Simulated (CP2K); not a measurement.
# PBE/SZV on GaN: a test of settings

Aim: start from a run with usual settings and see what each changed setting does to the results.

Program: CP2K 2026.2. Level of theory: PBE/SZV, atoms fixed, no spin polarisation. These are calculated values, not measurements.

## (1) The system as given

Symmetry: F-43m, No. 216, cubic system. The conventional cell has a = 4.498 Å, b = 4.498 Å, c = 4.498 Å, α = 90.00°, β = 90.00°, γ = 90.00°. Ga (site symmetry -43m) is surrounded by 4 N at 1.95 Å. N (site symmetry -43m) has 4 Ga at 1.95 Å as nearest neighbours.

As a file:

```cif
data_structure
_symmetry_space_group_name_H-M 'P 1'
_symmetry_Int_Tables_number 1
_cell_length_a 3.1805
_cell_length_b 3.1805
_cell_length_c 3.1805
_cell_angle_alpha 60.000
_cell_angle_beta 60.000
_cell_angle_gamma 60.000
_cell_volume 22.75
loop_
_atom_site_label
_atom_site_type_symbol
_atom_site_fract_x
_atom_site_fract_y
_atom_site_fract_z
_atom_site_occupancy
Ga1 Ga 0.00000 0.00000 0.00000 1
N1 N 0.75000 0.75000 0.75000 1
```

The structure type (database structure) is imposed and need not be the compound's stable one.

## (2) The reference run

A small atomic basis brings errors of its own in gap and pressure, and the grid adds noise to the pressure.

The input, run.inp:

```
&GLOBAL
 PROJECT run
 RUN_TYPE ENERGY_FORCE
 PRINT_LEVEL LOW
&END GLOBAL
&FORCE_EVAL
 METHOD QS
 STRESS_TENSOR ANALYTICAL
 &DFT
  BASIS_SET_FILE_NAME BASIS_MOLOPT
  POTENTIAL_FILE_NAME GTH_POTENTIALS
  &QS
   EXTRAPOLATION USE_GUESS
  &END QS
  &MGRID
   CUTOFF 500
   REL_CUTOFF 50
  &END MGRID
  &XC
   &XC_FUNCTIONAL PBE
   &END XC_FUNCTIONAL
  &END XC
  &KPOINTS
   SCHEME MONKHORST-PACK 5 5 5
   SYMMETRY F
   FULL_GRID F
  &END KPOINTS
  &SCF
   ADDED_MOS 8
   EPS_SCF 1e-6
   MAX_SCF 80
   &DIAGONALIZATION
   &END DIAGONALIZATION
   &MIXING
    METHOD BROYDEN_MIXING
    ALPHA 0.3
   &END MIXING
   &SMEAR
    METHOD FERMI_DIRAC
    ELECTRONIC_TEMPERATURE [K] 232
   &END SMEAR
   &PRINT
    &ITERATION_INFO
    &END ITERATION_INFO
   &END PRINT
  &END SCF
  &PRINT
   &BAND_STRUCTURE
    FILE_NAME bands.bs
    ADDED_MOS 6
    &KPOINT_SET
     UNITS B_VECTOR
     SPECIAL_POINT 0.00000000 0.00000000 0.00000000
     NPOINTS 0
    &END KPOINT_SET
    &KPOINT_SET
     UNITS B_VECTOR
     SPECIAL_POINT -0.50000000 -0.50000000 0.00000000
     NPOINTS 0
    &END KPOINT_SET
    &KPOINT_SET
     UNITS B_VECTOR
     SPECIAL_POINT -0.37500000 -0.37500000 0.25000000
     NPOINTS 0
    &END KPOINT_SET
    &KPOINT_SET
     UNITS B_VECTOR
     SPECIAL_POINT -0.37500000 0.00000000 0.37500000
     NPOINTS 0
    &END KPOINT_SET
    &KPOINT_SET
     UNITS B_VECTOR
     SPECIAL_POINT 0.00000000 0.00000000 0.50000000
     NPOINTS 0
    &END KPOINT_SET
    &KPOINT_SET
     UNITS B_VECTOR
     SPECIAL_POINT -0.50000000 -0.25000000 0.25000000
     NPOINTS 0
    &END KPOINT_SET
   &END BAND_STRUCTURE
  &END PRINT
 &END DFT
 &SUBSYS
  &CELL
   A 3.18049931 0.00000000 0.00000000
   B 1.59024966 2.75439320 0.00000000
   C 1.59024966 0.91813107 2.59686682
  &END CELL
  &COORD
   SCALED
   Ga 0.00000000 -0.00000000 -0.00000000
   N 0.75000000 0.75000000 0.75000000
  &END COORD
  &KIND Ga
   BASIS_SET SZV-MOLOPT-SR-GTH
   POTENTIAL GTH-PBE
  &END KIND
  &KIND N
   BASIS_SET SZV-MOLOPT-SR-GTH
   POTENTIAL GTH-PBE
  &END KIND
 &END SUBSYS
 &PRINT
  &STRESS_TENSOR
  &END STRESS_TENSOR
  &FORCES
  &END FORCES
 &END PRINT
&END FORCE_EVAL
```

Run with:

```sh
$ cp2k.psmp -i run.inp
```

Standard output, cut to the lines that bear on the results:

```text
[...]
 CP2K| version string:                                       CP2K version 2026.2
[...]
                             - Atoms:                                          2
[...]
                             - Spherical basis functions:                     13
[...]
 Number of electrons:                                                         18
[...]
     1 NoMix/Diag. 0.30E+00    0.3     1.38934855       -84.5198508366 -8.45E+01
[...]
     9 Broy./Diag. 0.30E+00    0.4     0.00000068       -84.5158392154 -2.07E-05
  *** SCF run converged in     9 steps ***
[...]
  Overlap energy of the core charge distribution:               0.00000000567985
  Self energy of the core charge distribution:               -122.14453681889931
  Core Hamiltonian energy:                                     37.11409686741047
  Hartree energy:                                              13.38871630294538
  Exchange-correlation energy:                                -12.87411557251463
  Electronic entropic energy:                                  -0.00000000000000
  Fermi energy:                                                 0.28145894048699
  Total energy:                                               -84.51583921537824
  Total energy (extrapolated to T->0):                        -84.51583921537824
[...]
 ENERGY| Total FORCE_EVAL ( QS ) energy [hartree]            -84.515838142543004
 FORCES| Atomic forces [hartree/bohr]
 FORCES|   Atom     x               y               z               |f|
 FORCES|      1  2.10220954E-05  1.21060384E-05  8.53230330E-06   2.57154596E-05
 FORCES|      2 -4.23785725E-05 -2.44362059E-05 -1.72510587E-05   5.18716743E-05
 FORCES| Sum    -2.13564771E-05 -1.23301674E-05 -8.71875544E-06
 FORCES| Total atomic force                                       2.61562390E-05
 STRESS| Analytical stress tensor [bar]
 STRESS|                        x                   y                   z
 STRESS|      x        1.34346856320E+05   8.65227396692E+02   6.11808184334E+02
 STRESS|      y        8.65227396692E+02   1.33344911440E+05   3.47949333525E+02
 STRESS|      z        6.11808184334E+02   3.47949333525E+02   1.33098302845E+05
 STRESS| 1/3 Trace                                             1.33596690202E+05
 STRESS| Determinant                                           2.38422005898E+15
[...]
```

Wall time 4.7 s (2 threads of Arm Neoverse V2, shared host); peak memory 0.2 GiB.

Gap 1.94 eV; pressure 13.4 GPa.

## (3) Change: XC_FUNCTIONAL = BLYP

run.inp: that of step 2 with these lines changed.

```diff
@@ -19,3 +19,3 @@
   &XC
-   &XC_FUNCTIONAL PBE
+   &XC_FUNCTIONAL BLYP
    &END XC_FUNCTIONAL
```

Run with:

```sh
$ cp2k.psmp -i run.inp
```

Standard output, cut to the lines that bear on the results:

```text
[...]
 CP2K| version string:                                       CP2K version 2026.2
[...]
                             - Atoms:                                          2
[...]
                             - Spherical basis functions:                     13
[...]
 Number of electrons:                                                         18
[...]
     1 NoMix/Diag. 0.30E+00    0.3     1.41202618       -84.4979391851 -8.45E+01
[...]
    10 Broy./Diag. 0.30E+00    0.4     0.00000001       -84.4943365541 -6.79E-07
  *** SCF run converged in    10 steps ***
[...]
  Overlap energy of the core charge distribution:               0.00000000567985
  Self energy of the core charge distribution:               -122.14453681889931
  Core Hamiltonian energy:                                     37.16081707021023
  Hartree energy:                                              13.35218744424862
  Exchange-correlation energy:                                -12.86280425535324
  Electronic entropic energy:                                  -0.00000000000000
  Fermi energy:                                                 0.29451308329636
  Total energy:                                               -84.49433655411386
  Total energy (extrapolated to T->0):                        -84.49433655411386
[...]
 ENERGY| Total FORCE_EVAL ( QS ) energy [hartree]            -84.494335693622702
 FORCES| Atomic forces [hartree/bohr]
 FORCES|   Atom     x               y               z               |f|
 FORCES|      1  7.42925147E-05  4.28609342E-05  3.02801130E-05   9.09578070E-05
 FORCES|      2 -5.66398971E-05 -3.26686089E-05 -2.30728908E-05   6.93373942E-05
 FORCES| Sum     1.76526175E-05  1.01923253E-05  7.20722229E-06
 FORCES| Total atomic force                                       2.16204175E-05
 STRESS| Analytical stress tensor [bar]
 STRESS|                        x                   y                   z
 STRESS|      x        2.01966081734E+05   9.71331140375E+02   6.86834865535E+02
 STRESS|      y        9.71331140375E+02   2.00841656201E+05   3.91414113897E+02
 STRESS|      z        6.86834865535E+02   3.91414113897E+02   2.00564324808E+05
 STRESS| 1/3 Trace                                             2.01124020915E+05
 STRESS| Determinant                                           8.13521689709E+15
[...]
```

Wall time 5 s (2 threads of Arm Neoverse V2, shared host); peak memory 0.2 GiB.

Totals of another method or basis aren't compared here.

## (4) Change: EPS_SCF = 1e-4

run.inp: that of step 3 with these lines changed.

```diff
@@ -19,3 +19,3 @@
   &XC
-   &XC_FUNCTIONAL BLYP
+   &XC_FUNCTIONAL PBE
    &END XC_FUNCTIONAL
@@ -29,3 +29,3 @@
    ADDED_MOS 8
-   EPS_SCF 1e-6
+   EPS_SCF 1e-4
    MAX_SCF 80
```

Run with:

```sh
$ cp2k.psmp -i run.inp
```

Standard output, cut to the lines that bear on the results:

```text
[...]
 CP2K| version string:                                       CP2K version 2026.2
[...]
                             - Atoms:                                          2
[...]
                             - Spherical basis functions:                     13
[...]
 Number of electrons:                                                         18
[...]
     1 NoMix/Diag. 0.30E+00    0.3     1.38934855       -84.5198508366 -8.45E+01
[...]
     6 Broy./Diag. 0.30E+00    0.4     0.00003206       -84.5158360304 -7.18E-03
  *** SCF run converged in     6 steps ***
[...]
  Overlap energy of the core charge distribution:               0.00000000567985
  Self energy of the core charge distribution:               -122.14453681889931
  Core Hamiltonian energy:                                     37.11405062988194
  Hartree energy:                                              13.38874783357715
  Exchange-correlation energy:                                -12.87409768063698
  Electronic entropic energy:                                  -0.00000000000000
  Fermi energy:                                                 0.28144976837176
  Total energy:                                               -84.51583603039735
  Total energy (extrapolated to T->0):                        -84.51583603039735
[...]
 ENERGY| Total FORCE_EVAL ( QS ) energy [hartree]            -84.515838141933699
 FORCES| Atomic forces [hartree/bohr]
 FORCES|   Atom     x               y               z               |f|
 FORCES|      1  2.10338412E-05  1.21128664E-05  8.53709938E-06   2.57298674E-05
 FORCES|      2 -4.23907011E-05 -2.44432549E-05 -1.72560111E-05   5.18865509E-05
 FORCES| Sum    -2.13568599E-05 -1.23303885E-05 -8.71891170E-06
 FORCES| Total atomic force                                       2.61567078E-05
 STRESS| Analytical stress tensor [bar]
 STRESS|                        x                   y                   z
 STRESS|      x        1.34339332665E+05   8.65290063875E+02   6.11852496644E+02
 STRESS|      y        8.65290063875E+02   1.33337315221E+05   3.47975292914E+02
 STRESS|      z        6.11852496644E+02   3.47975292914E+02   1.33090688577E+05
 STRESS| 1/3 Trace                                             1.33589112154E+05
 STRESS| Determinant                                           2.38381430161E+15
[...]
```

It took 3.5 s on 2 threads of Arm Neoverse V2, shared host; peak memory 0.2 GiB.

Against the reference run the gap moves by 0.00 eV and the energy by 0.0 meV/atom.

## (5) Change: ELECTRONIC_TEMPERATURE = 3000

run.inp: that of step 4 with these lines changed.

```diff
@@ -29,3 +29,3 @@
    ADDED_MOS 8
-   EPS_SCF 1e-4
+   EPS_SCF 1e-6
    MAX_SCF 80
@@ -39,3 +39,3 @@
     METHOD FERMI_DIRAC
-    ELECTRONIC_TEMPERATURE [K] 232
+    ELECTRONIC_TEMPERATURE [K] 3000
    &END SMEAR
```

Run with:

```sh
$ cp2k.psmp -i run.inp
```

Standard output, cut to the lines that bear on the results:

```text
[...]
 CP2K| version string:                                       CP2K version 2026.2
[...]
                             - Atoms:                                          2
[...]
                             - Spherical basis functions:                     13
[...]
 Number of electrons:                                                         18
[...]
     1 NoMix/Diag. 0.30E+00    0.3     1.38922493       -84.5198508366 -8.45E+01
[...]
     9 Broy./Diag. 0.30E+00    0.4     0.00000069       -84.5158560568 -2.10E-05
  *** SCF run converged in     9 steps ***
[...]
  Overlap energy of the core charge distribution:               0.00000000567985
  Self energy of the core charge distribution:               -122.14453681889931
  Core Hamiltonian energy:                                     37.11393871490662
  Hartree energy:                                              13.38888750548282
  Exchange-correlation energy:                                -12.87405595732850
  Electronic entropic energy:                                  -0.00008950697552
  Fermi energy:                                                 0.30642128293805
  Total energy:                                               -84.51585605683650
  Total energy (extrapolated to T->0):                        -84.51581130334874
[...]
 ENERGY| Total FORCE_EVAL ( QS ) energy [hartree]            -84.515855011585515
 FORCES| Atomic forces [hartree/bohr]
 FORCES|   Atom     x               y               z               |f|
 FORCES|      1  2.10111301E-05  1.20997636E-05  8.52683371E-06   2.57017268E-05
 FORCES|      2 -4.23699448E-05 -2.44312807E-05 -1.72465439E-05   5.18608039E-05
 FORCES| Sum    -2.13588147E-05 -1.23315171E-05 -8.71971016E-06
 FORCES| Total atomic force                                       2.61591022E-05
 STRESS| Analytical stress tensor [bar]
 STRESS|                        x                   y                   z
 STRESS|      x        1.34892893346E+05   8.65239738361E+02   6.11816911357E+02
 STRESS|      y        8.65239738361E+02   1.33890929816E+05   3.47954407527E+02
 STRESS|      z        6.11816911357E+02   3.47954407527E+02   1.33644310096E+05
 STRESS| 1/3 Trace                                             1.34142711086E+05
 STRESS| Determinant                                           2.41357505361E+15
[...]
```

It took 4.7 s on 2 threads of Arm Neoverse V2, shared host; peak memory 0.2 GiB.

Against the reference run the gap moves by 0.00 eV and the energy by -0.2 meV/atom.

## (6) Change: XC_FUNCTIONAL = PADE

run.inp: that of step 5 with these lines changed.

```diff
@@ -19,3 +19,3 @@
   &XC
-   &XC_FUNCTIONAL PBE
+   &XC_FUNCTIONAL PADE
    &END XC_FUNCTIONAL
@@ -39,3 +39,3 @@
     METHOD FERMI_DIRAC
-    ELECTRONIC_TEMPERATURE [K] 3000
+    ELECTRONIC_TEMPERATURE [K] 232
    &END SMEAR
```

Run with:

```sh
$ cp2k.psmp -i run.inp
```

Standard output, cut to the lines that bear on the results:

```text
[...]
 CP2K| version string:                                       CP2K version 2026.2
[...]
                             - Atoms:                                          2
[...]
                             - Spherical basis functions:                     13
[...]
 Number of electrons:                                                         18
[...]
     1 NoMix/Diag. 0.30E+00    0.2     1.31971351       -84.2544311328 -8.43E+01
[...]
     9 Broy./Diag. 0.30E+00    0.4     0.00000012       -84.2432695077 -4.55E-06
  *** SCF run converged in     9 steps ***
[...]
  Overlap energy of the core charge distribution:               0.00000000567985
  Self energy of the core charge distribution:               -122.14453681889931
  Core Hamiltonian energy:                                     37.02152205894762
  Hartree energy:                                              13.46231882032254
  Exchange-correlation energy:                                -12.58257357375313
  Electronic entropic energy:                                  -0.00000000000000
  Fermi energy:                                                 0.30250562830176
  Total energy:                                               -84.24326950770245
  Total energy (extrapolated to T->0):                        -84.24326950770245
[...]
 ENERGY| Total FORCE_EVAL ( QS ) energy [hartree]            -84.243268737451345
 FORCES| Atomic forces [hartree/bohr]
 FORCES|   Atom     x               y               z               |f|
 FORCES|      1 -5.68177918E-10 -3.05551926E-08 -4.99009892E-08   5.85153941E-08
 FORCES|      2  1.15548881E-09  3.09204765E-08  5.01510687E-08   5.89282676E-08
 FORCES| Sum     5.87310893E-10  3.65283970E-10  2.50079524E-10
 FORCES| Total atomic force                                       7.35463278E-10
 STRESS| Analytical stress tensor [bar]
 STRESS|                        x                   y                   z
 STRESS|      x        5.30371359541E+04   4.80399196719E-01   3.39693566782E-01
 STRESS|      y        4.80399196719E-01   5.30335904224E+04  -5.35680149784E+00
 STRESS|      z        3.39693566782E-01  -5.35680149784E+00   5.30367935421E+04
 STRESS| 1/3 Trace                                             5.30358399729E+04
 STRESS| Determinant                                           1.49179225991E+14
[...]
```

Wall time 4.5 s (2 threads of Arm Neoverse V2, shared host); peak memory 0.19 GiB.

Totals of another method or basis aren't compared here.

## (7) Change: EPS_SCF = 1e-9

run.inp: that of step 6 with these lines changed.

```diff
@@ -19,3 +19,3 @@
   &XC
-   &XC_FUNCTIONAL PADE
+   &XC_FUNCTIONAL PBE
    &END XC_FUNCTIONAL
@@ -29,3 +29,3 @@
    ADDED_MOS 8
-   EPS_SCF 1e-6
+   EPS_SCF 1e-9
    MAX_SCF 80
```

Run with:

```sh
$ cp2k.psmp -i run.inp
```

Standard output, cut to the lines that bear on the results:

```text
[...]
 CP2K| version string:                                       CP2K version 2026.2
[...]
                             - Atoms:                                          2
[...]
                             - Spherical basis functions:                     13
[...]
 Number of electrons:                                                         18
[...]
     1 NoMix/Diag. 0.30E+00    0.3     1.38934855       -84.5198508366 -8.45E+01
[...]
    14 Broy./Diag. 0.30E+00    0.4     8.2118E-10       -84.5158381440 -3.25E-10
  *** SCF run converged in    14 steps ***
[...]
  Overlap energy of the core charge distribution:               0.00000000567985
  Self energy of the core charge distribution:               -122.14453681889931
  Core Hamiltonian energy:                                     37.11409642845050
  Hartree energy:                                              13.38871745957784
  Exchange-correlation energy:                                -12.87411521882645
  Electronic entropic energy:                                  -0.00000000000000
  Fermi energy:                                                 0.28145893653298
  Total energy:                                               -84.51583814401755
  Total energy (extrapolated to T->0):                        -84.51583814401755
[...]
 ENERGY| Total FORCE_EVAL ( QS ) energy [hartree]            -84.515838142543018
 FORCES| Atomic forces [hartree/bohr]
 FORCES|   Atom     x               y               z               |f|
 FORCES|      1  2.10251413E-05  1.21078065E-05  8.53354448E-06   2.57191937E-05
 FORCES|      2 -4.23816187E-05 -2.44379741E-05 -1.72523000E-05   5.18754088E-05
 FORCES| Sum    -2.13564773E-05 -1.23301676E-05 -8.71875554E-06
 FORCES| Total atomic force                                       2.61562393E-05
 STRESS| Analytical stress tensor [bar]
 STRESS|                        x                   y                   z
 STRESS|      x        1.34346840927E+05   8.65241065297E+02   6.11817849507E+02
 STRESS|      y        8.65241065297E+02   1.33344880178E+05   3.47954943885E+02
 STRESS|      z        6.11817849507E+02   3.47954943885E+02   1.33098267703E+05
 STRESS| 1/3 Trace                                             1.33596662936E+05
 STRESS| Determinant                                           2.38421859201E+15
[...]
```

Wall time 6.7 s (2 threads of Arm Neoverse V2, shared host); peak memory 0.2 GiB.

Against the reference run the gap moves by 0.00 eV and the energy by 0.0 meV/atom.

## (8) Change: BASIS_SET = DZVP-MOLOPT-GTH

run.inp: that of step 7 with these lines changed.

```diff
@@ -29,3 +29,3 @@
    ADDED_MOS 8
-   EPS_SCF 1e-9
+   EPS_SCF 1e-6
    MAX_SCF 80
@@ -95,3 +95,3 @@
   &KIND Ga
-   BASIS_SET SZV-MOLOPT-SR-GTH
+   BASIS_SET DZVP-MOLOPT-GTH
    POTENTIAL GTH-PBE
@@ -99,3 +99,3 @@
   &KIND N
-   BASIS_SET SZV-MOLOPT-SR-GTH
+   BASIS_SET DZVP-MOLOPT-GTH
    POTENTIAL GTH-PBE
```

Run with:

```sh
$ cp2k.psmp -i run.inp
```

Standard output:

```text
[... start of the log left out ...]
 * /| |                                                                        *
 *******************************************************************************

 ===== Routine Calling Stack =====

            3 read_qs_kind
            2 create_qs_kind_set
            1 CP2K

Program received signal SIGABRT: Process abort signal.

Backtrace for this error:
#0  0x4e27a920f957 in ???
#1  0x4e27c9ac4cac in __pthread_kill_implementation
#2  0x4e27c9a6bfb7 in raise
#3  0x4e27c9a55d37 in abort
#4  0x4e27a98e2d83 in ???
#5  0x4e27a98e4297 in ???
#6  0x4e27a983551b in ???
#7  0x4e27a951c01b in ???
#8  0x4e27a9524daf in ???
#9  0x4e27a95f7903 in ???
#10  0x4e27a94b3803 in ???
#11  0x4e27a92b546f in ???
#12  0x4e27a9b96783 in ???
#13  0x4e27a9b99d0b in ???
#14  0x4e27a92b0db3 in ???
#15  0x4e27a92aef13 in ???
#16  0x4e27c9a56573 in __libc_start_call_main
#17  0x4e27c9a56657 in __libc_start_main_impl
#18  0x4e27a92af06f in ???
#19  0xffffffffffffffff in ???
```

Run time: 0.22 s. Hardware: 2 threads of Arm Neoverse V2, shared host; peak memory 0.13 GiB.

The program refused the job.

## (9) What moved

| change | ends | gap (eV) | energy (meV/atom) | pressure (GPa) | time |
| --- | --- | --- | --- | --- | --- |
| none | converged | 1.94 | 0 | 13.4 | 4.7 s |
| XC_FUNCTIONAL = BLYP | converged | +0.03 | – | +6.8 | 5 s |
| EPS_SCF = 1e-4 | converged | 0.00 | 0.0 | 0.0 | 3.5 s |
| ELECTRONIC_TEMPERATURE = 3000 | converged | 0.00 | -0.2 | +0.1 | 4.7 s |
| XC_FUNCTIONAL = PADE | converged | -0.15 | – | -8.1 | 4.5 s |
| EPS_SCF = 1e-9 | converged | 0.00 | 0.0 | 0.0 | 6.7 s |
| BASIS_SET = DZVP-MOLOPT-GTH | refused | – | – | – | 0.22 s |

The first row holds values, the others changes from it. Keys are the program's: temperature in eV (tblite) or K (CP2K), cutoffs in Ry, CUTOFP in Å. The numerical settings tried leave the energy within 0.5 meV/atom. 1 of the 6 changes gave no result. The changed runs test settings; they are no properties of the crystal.
